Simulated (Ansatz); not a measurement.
Sn:

```xyz
2
Lattice="0.0000 3.2333 3.2333 3.2333 0.0000 3.2333 3.2333 3.2333 0.0000" Properties=species:S:1:pos:R:3 pbc="T T T"
Sn    4.8500    4.8500    4.8500
Sn    3.2333    3.2333    3.2333
```

This isn't the form of Sn at room conditions, which is tetragonal (white tin).

| Quantity | Value |
| --- | --- |
| Program | Ansatz 0.2.0 |
| Task | relaxation of cell and atoms |
| Functional | BLYP |
| Dispersion | D3(BJ) |
| Potentials or basis | all-electron LAPW, scalar-relativistic |
| Basis error allowed | 0.001 eV/atom |
| k mesh | 7 × 7 × 7 |
| Occupations | fermi-dirac, width 0.05 eV |
| Spin | no spin polarisation |

At the start: volume 33.80 Å³/atom.

Question: How do energy, volume and symmetry change on relaxing?

Answer: Over 5 steps the energy falls by 14.7 meV/atom and the volume is 35.85 Å³/atom (+6.1 %); space group Fd-3m (No. 227, to 0.05 Å).

The path:
```tsv
step	energy change (eV)	largest force (eV/Å)	volume (Å³)
1	0.0000	0.0000	67.61
2	-0.0237	0.0000	73.70
3	-0.0293	0.0000	72.00
4	-0.0294	0.0000	71.71
5	-0.0294	0.0000	71.71
```

Final structure:
```xyz
2
Lattice="0.0000 3.2974 3.2974 3.2974 0.0000 3.2974 3.2974 3.2974 0.0000" Properties=species:S:1:pos:R:3 pbc="T T T"
Sn    4.9461    4.9461    4.9461
Sn    3.2974    3.2974    3.2974
```
